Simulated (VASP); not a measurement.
Al2O3 in VASP: the effect of functional

The system is Al2O3.

```xyz
5
Lattice="3.0175 0.0000 0.0000 -1.5087 2.6132 0.0000 0.0000 0.0000 7.5746" Properties=species:S:1:pos:R:3 pbc="T T T"
Al    0.0000    0.0000    5.4693
Al    0.0000    0.0000    2.1054
O     0.0000    0.0000    3.7873
O     1.5087    0.8711    6.0638
O     0.0000    1.7421    1.5108
```

Measurements of this composition are mostly on another form, of space group No. 167.

Alike in all runs:

| Quantity | Value |
| --- | --- |
| Program | VASP 6.6.1 |
| Task | band structure |
| Cutoff | 520 eV |
| k mesh | 7 × 7 × 3 |
| Occupations | fermi-dirac, width 0.05 eV |
| Spin | no spin polarisation |

One run gave: gap on the mesh 4.10 eV. Which functional did it use?
A. PW91
B. AM05
C. SCAN
D. PBEsol
E. TB-mBJ

E.

```csv
functional,potentials or basis,gap on the mesh (eV)
LDA,"VASP PAW LDA potentials, release 64 (Al, O)",2.19
PBEsol,"VASP PAW PBE potentials, release 64 (Al, O)",2.19
RPBE,"VASP PAW PBE potentials, release 64 (Al, O)",2.42
revPBE,"VASP PAW PBE potentials, release 64 (Al, O)",2.39
BLYP,"VASP PAW PBE potentials, release 64 (Al, O)",2.46
AM05,"VASP PAW PBE potentials, release 64 (Al, O)",2.32
PW91,"VASP PAW PBE potentials, release 64 (Al, O)",2.32
r2SCAN,"VASP PAW PBE potentials, release 64 (Al, O)",2.95
SCAN,"VASP PAW PBE potentials, release 64 (Al, O)",2.89
TPSS,"VASP PAW PBE potentials, release 64 (Al, O)",2.44
TB-mBJ,"VASP PAW PBE potentials, release 64 (Al, O)",4.10
```

Runs at the PBE level aren't shown here.
